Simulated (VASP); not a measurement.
Crystal: Ni.

```
Ni
1.0
     2.53228    0.00000    0.00000
    -1.26614    2.19302    0.00000
     0.00000    0.00000    8.16711
Ni
4
Direct
  0.00000 0.00000 0.00000
  0.00000 0.00000 0.50000
  0.33333 0.66667 0.75000
  0.66667 0.33333 0.25000
```

The cell was built by a generator and needn't be a form met in nature.

* Program: VASP 6.6.1
* Task: relaxation of cell and atoms
* Functional: PBEsol
* Potentials or basis: VASP PAW PBE potentials, release 64 (Ni)
* Cutoff: 600 eV
* k mesh: 9 × 9 × 2
* Occupations: gaussian, width 0.1 eV
* Spin: collinear spin, typed start
* Starting moments: [0.77, 0.77, 0.79, 0.79] μB

At the start: pressure -16.0 GPa; volume 11.34 Å³/atom.

Question: Where does the relaxation end?

Answer: Over 6 steps the energy falls by 55.4 meV/atom and the volume is 10.37 Å³/atom (-8.6 %); space group P6_3/mmc (No. 194, to 0.05 Å); moment 2.32 μB per cell.

The path:
| step | energy change (eV) | largest force (eV/Å) | pressure (GPa) | volume (Å³) |
| --- | --- | --- | --- | --- |
| 1 | 0.0000 | 0.0000 | -15.97 | 45.35 |
| 2 | -0.0218 | 0.0000 | 21.70 | 38.33 |
| 3 | -0.2178 | 0.0000 | 0.02 | 41.50 |
| 4 | -0.2179 | 0.0000 | 0.30 | 41.43 |
| 5 | -0.2214 | 0.0000 | 0.26 | 41.46 |
| 6 | -0.2215 | 0.0000 | 0.26 | 41.47 |

Final structure:
```yaml
crystal:
  lattice:
    - [2.43971, 0.00000, 0.00000]
    - [-1.21986, 2.11285, 0.00000]
    - [0.00000, 0.00000, 8.04457]
  atoms:
    - { symbol: Ni, position: [0.00000, 0.00000, 0.00000] }
    - { symbol: Ni, position: [0.00000, 0.00000, 0.50000] }
    - { symbol: Ni, position: [0.33333, 0.66667, 0.75000] }
    - { symbol: Ni, position: [0.66667, 0.33333, 0.25000] }
```

Caveat: the k mesh is coarse (spacing up to 0.38 Å⁻¹), so the values aren't converged; the PAW data sets were made with another functional, which shifts forces and pressure a little.
